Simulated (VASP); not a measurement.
A run of VASP 6.6.1 is set up as follows.

Contents of run.py:

```python
from ase.calculators.vasp import Vasp
from ase.eos import EquationOfState
from ase.io import Trajectory
from ase.io import read
from ase.units import GPa

atoms = read('GaP.cif')
calc = Vasp(
    directory='calc',
    xc='pbe',
    pp='PBE',
    setups='recommended',
    prec='Accurate',
    encut=520,
    ediff=1e-06,
    ismear=0,
    sigma=0.01,
    lreal=False,
    lasph=True,
    nelm=60,
    algo='Normal',
    isif=2,
    lwave=False,
    lcharg=False,
    kpts=[8, 8, 8],
    gamma=True,
)
atoms.calc = calc
cell = atoms.cell.copy()
volumes, energies = [], []
traj = Trajectory('eos.traj', 'w')
for x in [0.94, 0.96, 0.98, 1.0, 1.02, 1.04, 1.06]:
    atoms.set_cell(cell * x ** (1 / 3), scale_atoms=True)
    volumes.append(atoms.get_volume())
    energies.append(atoms.get_potential_energy())
    traj.write(atoms)
    print(f'{x:5.2f} {volumes[-1]:12.5f} {energies[-1]:14.6f}')

v0, e0, B = EquationOfState(volumes, energies, eos='birchmurnaghan').fit()
print(f'V0 = {v0:.4f} A^3, E0 = {e0:.6f} eV, B = {B / GPa:.2f} GPa')
```

Contents of GaP.cif:

```cif
data_GaP
_cell_length_a 3.85408551
_cell_length_b 3.85408551
_cell_length_c 3.85408551
_cell_angle_alpha 60.00000000
_cell_angle_beta 60.00000000
_cell_angle_gamma 60.00000000
_space_group_name_H-M_alt 'P1'
_space_group_name_Hall 'P 1'
_space_group_IT_number 1
loop_
_space_group_symop_operation_xyz
'x,y,z'
loop_
_atom_site_label
_atom_site_type_symbol
_atom_site_symmetry_multiplicity
_atom_site_Wyckoff_symbol
_atom_site_fract_x
_atom_site_fract_y
_atom_site_fract_z
_atom_site_occupancy
Ga1 Ga 1 a 0.0000000000 0.0000000000 0.0000000000 1
P1 P 1 a 0.7500000000 0.7500000000 0.7500000000 1
```

Potentials or basis: VASP PAW PBE potentials, release 64 (Ga_d, P).

Run with:

```sh
$ python run.py
```

Question: Estimate the bulk modulus.

Answer: 76 GPa.

Question: Predict the pressure derivative of the bulk modulus.

Answer: 4.5.

Question: Estimate the equilibrium volume.

Answer: 20.87 Å³/atom.

Energy against volume, from the lowest point:
| volume (Å³/atom) | energy (meV/atom) |
| --- | --- |
| 19.026 | 45.39 |
| 19.431 | 26.42 |
| 19.836 | 12.92 |
| 20.240 | 4.35 |
| 20.645 | 0.19 |
| 21.050 | 0.00 |
| 21.455 | 3.38 |

PBE usually gives volumes a little too large and moduli too small.

**What was measured.**

From “Phosphorous dimerization in GaP at high pressure”, 2017, arxiv:1709.06667, for a bulk crystal of GaP: bulk modulus 87.5 ± 0.6 GPa.

Measured bulk modulus of GaP: 87.5 GPa (“Phosphorous dimerization in GaP at high pressure”, 2017, arxiv:1709.06667). This calculation gives 76 GPa (-12.7 %). The fit is for a static lattice scaled at fixed shape and fixed fractional positions.
